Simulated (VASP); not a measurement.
# Nd (Im-3m) in VASP: further runs

The runs below take Nd through single point, with PBE.

Everything below comes from runs of VASP 6.6.1. Logs are shortened: lines on timing, memory, paths and dates and some standing lists are left out, and cuts for length are marked.

### 1 The crystal as given

The structure is cubic, space group Im-3m (No. 229). The conventional cell has a = 4.151 Å, b = 4.151 Å, c = 4.151 Å, α = 90.00°, β = 90.00°, γ = 90.00°. Around Nd (site symmetry m-3m) lie 8 Nd at 3.59 Å.

This isn't the form of Nd at room conditions, which is double hcp.

### 2 Single point, PBE, collinear spin, ferromagnetic start

INCAR reads:

```
SYSTEM = Nd
  ADDGRID = .False.
  ALGO = Normal
  EDIFF = 1E-6
  ENCUT = 400
  GGA = PE
  ISIF = 2
  ISMEAR = -1
  ISPIN = 2
  LASPH = .True.
  LCHARG = .False.
  LMAXMIX = 6
  LORBIT = 11
  LREAL = .False.
  LWAVE = .False.
  MAGMOM = 3
  NBANDS = 16
  NELM = 100
  PREC = Accurate
  SIGMA = 0.1
```

KPOINTS reads:

```
k-points
0
Gamma
  2 2 2
  0 0 0
```

POSCAR reads:

```
Nd
1.0
   -2.0754700287      2.0754700287      2.0754700287
    2.0754700287     -2.0754700287      2.0754700287
    2.0754700287      2.0754700287     -2.0754700287
Nd
1
Direct
    0.0000000000      0.0000000000      0.0000000000
```

Potentials or basis: VASP PAW PBE potentials, release 64 (Nd_3), 4f in core.

Run with:

```console
$ cat potpaw_PBE.64/Nd_3/POTCAR > POTCAR
$ mpirun -np 1 vasp_std > vasp.out
```

OUTCAR:

```text
SYSTEM = Nd
   EDIFF = 1E-6
   ENCUT = 400
   GGA = PE
   ISIF = 2
   ISMEAR = -1
   ISPIN = 2
   LASPH = .True.
   LORBIT = 11
   LREAL = .False.
   NELM = 100
   PREC = Accurate

 Found      3 irreducible k-points:

 Following reciprocal coordinates:
            Coordinates               Weight
  0.000000  0.000000  0.000000      1.000000
  0.500000  0.000000  0.000000      6.000000
  0.500000  0.500000  0.500000      1.000000
   k-points           NKPTS =      3   k-points in BZ     NKDIM =      3   number of bands    NBANDS=     16
   number of dos      NEDOS =    301   number of ions     NIONS =      1
   total plane-waves  NPLWV =  13824
   dimension x,y,z NGX =    24 NGY =   24 NGZ =   24
   dimension x,y,z NGXF=    48 NGYF=   48 NGZF=   48
   ions per type =               1
   NGX,Y,Z   is equivalent  to a cutoff of  11.10, 11.10, 11.10 a.u.
   NGXF,Y,Z  is equivalent  to a cutoff of  22.20, 22.20, 22.20 a.u.
 SYSTEM =  Nd
   PREC   = accura    normal or accurate (medium, high low for compatibility)
   ISTART =      0    job   : 0-new  1-cont  2-samecut
   ICHARG =      2    charge: 1-file 2-atom 10-const
   ISPIN  =      2    spin polarized calculation?
   LNONCOLLINEAR =      F non collinear calculations
   LSORBIT =      F    spin-orbit coupling
   LASPH  =      T    aspherical Exc in radial PAW
   ENCUT  =  400.0 eV  29.40 Ry    5.42 a.u.   5.86  5.86  5.86*2*pi/ulx,y,z
   NELM   =    100;   NELMIN=  2; NELMDL= -5     # of ELM steps
   EDIFF  = 0.1E-05   stopping-criterion for ELM
   LREAL  =      F    real-space projection
   EDIFFG = 0.1E-04   stopping-criterion for IOM
   NSW    =      0    number of steps for IOM
   IBRION =     -1    ionic relax: 0-MD 1-quasi-New 2-CG
   NFREE  =      0    steps in history (QN), initial steepest desc. (CG)
   ISIF   =      2    stress and relaxation
   ISYM   =      2    0-nonsym 1-usesym 2-fastsym
   POTIM  = 0.5000    time-step for ionic-motion
   TEBEG  =    0.0;   TEEND  =   0.0 temperature during run
   PSTRESS=    0.0 pullay stress
   NELECT =      11.0000    total number of electrons
   NUPDOWN=      -1.0000    fix difference up-down
   EMIN   =  10.00;   EMAX   =-10.00  energy-range for DOS
   EFERMI =   0.00;   METHOD = LEGACY
   ISMEAR =    -1;   SIGMA  =   0.10  broadening in eV -4-tet -1-fermi 0-gaus
   EFERMI_NEDOS =   21; number of points for ismear=-14 and -15
   IALGO  =     38    algorithm
   IMIX   =      4    mixing-type and parameters
     AMIX     =   0.40;   BMIX     =  1.00
     AMIX_MAG =   1.60;   BMIX_MAG =  1.00
  volume/ion in A,a.u.               =      35.76       241.33
  Fermi-wavevector in a.u.,A,eV,Ry     =   1.105103  2.088341 16.616139  1.221252
  Thomas-Fermi vector in A             =   2.241585
   LORBIT       =     11    0 simple, 1 ext, 2 COOP (PROOUT), +10 PAW based schemes
   GGA     = PE    functional components
   LHFCALC =     F    Hartree Fock is set to
   AEXX    =    0.0000 exact exchange contribution
   IVDW    =     0    specifies the selected vdW correction
   LEPSILON=     F    determine dielectric tensor
   LRPA    =     F    only Hartree local field effects (RPA)
 spin polarized calculation
  energy-cutoff  :      400.00
  volume of cell :       35.76
 maximum number of plane-waves:       682
 NGX is ok and might be reduce to    24
   NGX = 11   NGY = 11   NGZ = 11

 number of electron      11.0000000 magnetization       0.6966645

 Free energy of the ion-electron system (eV)
  ---------------------------------------------------
  ext. energy  EPLUGINS =         0.00000000
  ---------------------------------------------------
  free energy    TOTEN  =        -6.34255444 eV

  energy without entropy =       -6.31953447  energy(sigma->0) =       -6.33104446

 E-fermi :   3.2367     XC(G=0):  -9.5492

 val. band max:        2.9065606816   @ k =   0.5000   0.0000   0.0000
 cond. band min:       3.5668271556   @ k =   0.5000   0.0000   0.0000
 fundamental gap:      0.6602664740
 Fermi energy:         3.2366917009

 spin component 1

 k-point     1 :       0.0000    0.0000    0.0000
  band No.  band energies     occupation
      1     -34.6801      1.00000
      2     -15.3328      1.00000
      3     -15.3328      1.00000
      4     -15.3328      1.00000
      5      -0.7680      1.00000
      6       4.4964      0.00000
[... 8 lines left out ...]
     15      20.6367      0.00000
     16      22.1991      0.00000

 k-point     2 :       0.5000    0.0000    0.0000
  band No.  band energies     occupation
      1     -34.5572      1.00000
      2     -16.3294      1.00000
      3     -15.6520      1.00000
      4     -15.3403      1.00000
      5       1.1912      1.00000
      6       2.9066      0.96447
[... 8 lines left out ...]
     15      20.8004      0.00000
     16      21.4734      0.00000

 k-point     3 :       0.5000    0.5000    0.5000
  band No.  band energies     occupation
      1     -34.4682      1.00000
      2     -16.0223      1.00000
      3     -16.0223      1.00000
      4     -16.0223      1.00000
      5       1.4892      1.00000
      6       1.4892      1.00000
[... 8 lines left out ...]
     15      19.6340      0.00000
     16      19.6340      0.00000
 Fermi energy:         3.2366917009

 spin component 2

 k-point     1 :       0.0000    0.0000    0.0000
  band No.  band energies     occupation
      1     -34.5111      1.00000
      2     -15.1078      1.00000
      3     -15.1078      1.00000
      4     -15.1078      1.00000
      5      -0.3490      1.00000
      6       5.1921      0.00000
[... 8 lines left out ...]
     15      20.7382      0.00000
     16      22.5203      0.00000

 k-point     2 :       0.5000    0.0000    0.0000
  band No.  band energies     occupation
      1     -34.3937      1.00000
      2     -16.0603      1.00000
      3     -15.4062      1.00000
      4     -15.1199      1.00000
      5       1.6363      1.00000
      6       3.5668      0.03552
[... 8 lines left out ...]
     15      21.1490      0.00000
     16      21.7669      0.00000

 k-point     3 :       0.5000    0.5000    0.5000
  band No.  band energies     occupation
      1     -34.3098      1.00000
      2     -15.7539      1.00000
      3     -15.7539      1.00000
      4     -15.7539      1.00000
      5       1.6685      1.00000
      6       1.6685      1.00000
[... 8 lines left out ...]
     15      19.7380      0.00000
     16      19.7380      0.00000

------------------------ aborting loop because EDIFF is reached ----------------------------------------

  FORCE on cell =-STRESS in cart. coord.  units (eV):
  Direction    XX          YY          ZZ          XY          YZ          ZX
  --------------------------------------------------------------------------------------
  -------------------------------------------------------------------------------------
  Total       -3.5038214     -3.5038214     -3.5038214      0.0000000     -0.0000000      0.0000000
  in kB     -156.9795786   -156.9795786   -156.9795786      0.0000000     -0.0000000      0.0000000
  external PRESSURE =    -156.9795786 kB  Pullay stress =       0.0000000 kB

 VOLUME and BASIS-vectors are now :
 -----------------------------------------------------------------------------
  energy-cutoff  :      400.00
  volume of cell :       35.76
      direct lattice vectors                 reciprocal lattice vectors
    -2.075470029  2.075470029  2.075470029     0.000000000  0.240909285  0.240909285
     2.075470029 -2.075470029  2.075470029     0.240909285  0.000000000  0.240909285
     2.075470029  2.075470029 -2.075470029     0.240909285  0.240909285  0.000000000

 POSITION                                       TOTAL-FORCE (eV/Angst)
 -----------------------------------------------------------------------------------
      0.00000      0.00000      0.00000         0.000000      0.000000      0.000000
 -----------------------------------------------------------------------------------
    total drift:                                0.000000      0.000000      0.000000

  FREE ENERGIE OF THE ION-ELECTRON SYSTEM (eV)
  ---------------------------------------------------
  free  energy   TOTEN  =        -6.3425544358 eV

  energy  without entropy=       -6.3195344743  energy(sigma->0) =       -6.33104446

 total charge

# of ion       s       p       d       tot
------------------------------------------
    1        2.144   5.691   1.135   8.970

 magnetization (x)

# of ion       s       p       d       tot
------------------------------------------
    1        0.002  -0.004   0.399   0.398
```

It took 7 s on 1 thread of Intel Xeon Platinum 8488C (Sapphire Rapids), shared host; peak memory 0.14 GiB.

These settings aren't checked as converged: the numbers below hold their error.

What came out:

| Property | Result |
| --- | --- |
| Free energy | -6.3426 eV |
| Pressure | -15.7 GPa |
| Band gap on the k mesh | none (metal or under the smearing width) |
| Net moment | 0.70 μB per cell |
| Site moments | Nd +0.40 μB |
| Valence electrons inside the program's atomic spheres | Nd 8.97 |

Caveat: the k mesh is coarse (spacing up to 1.07 Å⁻¹), so the values aren't converged; the magnetic or orbital state may not be the lowest; spin-orbit coupling is left out, which moves the levels of the heavy elements; the 4f electrons are frozen in the core as for a trivalent ion, so they carry no moment and show no levels.

### 3 Single point, PBE, collinear spin, ferromagnetic start

Changes to INCAR since step 2:

```diff
@@ -4,3 +4,3 @@
   EDIFF = 1E-6
-  ENCUT = 400
+  ENCUT = 460
   GGA = PE
```

KPOINTS is that of step 2.

POSCAR is that of step 2.

Potentials or basis: VASP PAW PBE potentials, release 64 (Nd_3), 4f in core.

Run with:

```console
$ cat potpaw_PBE.64/Nd_3/POTCAR > POTCAR
$ mpirun -np 1 vasp_std > vasp.out
```

Wall time 9.3 s (1 thread of Intel Xeon Platinum 8488C (Sapphire Rapids), shared host); peak memory 0.16 GiB.

The run converged, but some of its settings lie outside the range that counts as converged, so its numbers aren't taken as properties of the crystal.

What came out:

| Property | Result |
| --- | --- |
| Free energy | -6.3426 eV |
| Pressure | -15.7 GPa |
| Band gap on the k mesh | none (metal or under the smearing width) |
| Net moment | 0.70 μB per cell |
| Site moments | Nd +0.40 μB |
| Valence electrons inside the program's atomic spheres | Nd 8.97 |

Caveat: the k mesh is coarse (spacing up to 1.07 Å⁻¹), so the values aren't converged; the magnetic or orbital state may not be the lowest; spin-orbit coupling is left out, which moves the levels of the heavy elements; the 4f electrons are frozen in the core as for a trivalent ion, so they carry no moment and show no levels.

### 4 The reference run

An earlier run on the cell as given: functional PBE; potentials or basis VASP PAW PBE potentials, release 64 (Nd); cutoff 520 eV; k mesh 9 × 9 × 9; occupations fermi-dirac, width 0.05 eV; collinear spin, ferromagnetic start; starting moments [3.0] μB.

* Pressure: -0.1 GPa
* Band gap on the k mesh: none (metal or under the smearing width)
* Net moment: 4.08 μB per cell
* Site moments: Nd +3.37 μB
* Valence electrons inside the program's atomic spheres: Nd 11.23
